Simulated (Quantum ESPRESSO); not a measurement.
Crystal: BaS.

```
Ba S
1.0
     0.00000    3.19375    3.19375
     3.19375    0.00000    3.19375
     3.19375    3.19375    0.00000
Ba S
1 1
Direct
  0.00000 0.00000 0.00000
  0.50000 0.50000 0.50000
```

Base run:

```yaml
Program: Quantum ESPRESSO 7.5
Functional: PBEsol
Potentials_or_basis: PseudoDojo 0.4.1 SR PBEsol standard
Cutoff: 707 eV
Density_cutoff: 2830 eV
k_mesh: 6 × 6 × 6, shifted
Occupations: fermi-dirac, width 0.05 eV
Spin: no spin polarisation
```

Its results: pressure -0.9 GPa; electronic dielectric tensor (diagonal) 4.97.

Problem. The run is repeated on the same cell with these changes: functional from PBEsol to LDA; potentials or basis from PseudoDojo 0.4.1 SR PBEsol standard to PseudoDojo 0.4.1 SR LDA standard; cutoff from 707 eV to 735 eV; density cutoff from 2830 eV to 2939 eV. What comes out?

Solution. Pressure -2.2 GPa; electronic dielectric tensor (diagonal) 5.03.

Caveats: this release of the barium file is off.
